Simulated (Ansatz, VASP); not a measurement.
## Y: VASP beside Ansatz

INCAR

```
ALGO = Normal
EDIFF = 1E-7
ENCUT = 520
GGA = PS
ISIF = 2
ISMEAR = -1
LASPH = T
LCHARG = T
LELF = T
LREAL = F
LVHAR = T
LWAVE = F
NBANDS = 12
NELM = 80
PREC = Accurate
SIGMA = 0.08
```

The input KPOINTS:

```
k-points
0
Gamma
  12 12 12
```

Contents of POSCAR:

```
Y
1.0
    2.9121019415      0.0000000000      0.0000000000
    0.0000000000      2.9121019415      0.0000000000
    0.0000000000      0.0000000000      2.9121019415
Y
1
Direct
    0.0000000000      0.0000000000      0.0000000000
```

Input for Ansatz:

```yaml
crystal:
  lattice:
    - [2.9121019415, 0.0, 0.0]
    - [0.0, 2.9121019415, 0.0]
    - [0.0, 0.0, 2.9121019415]
  atoms:
    - { symbol: "Y", position: [0.0, 0.0, 0.0] }
kpoints:
  mp_grid: { grid: [12, 12, 12] }
scf:
  occupations: { method: fermi_dirac, width: 0.08 }
hamiltonian:
  xc: pbesol
  pseudopotentials: { kind: all_electron, lapw: { basis_error: 0.001 } }
output:
  forces: true
  stress: true
  eigenvalues: true
  populations: true
```

Change from the starting cell: volume scaled by 0.76, LAPW.

Alike in both runs: task single point; functional PBEsol; k mesh 12 × 12 × 12; occupations fermi-dirac, width 0.08 eV; no spin polarisation.

```csv
,VASP,Ansatz
version,VASP 6.6.1,Ansatz 0.2.0
potentials or method,"VASP PAW PBE potentials, release 64 (Y_sv)","all-electron LAPW, scalar-relativistic"
plane-wave cutoff (eV),520,see its input
```

```tsv
	VASP	Ansatz	Ansatz less VASP
pressure (GPa)	12.5	12.5	+0.03
```

Ansatz ran all-electron here, so the differences hold the error of VASP's frozen core and of both bases.

Caveats: the PAW data sets were made with another functional, which shifts forces and pressure a little (VASP).
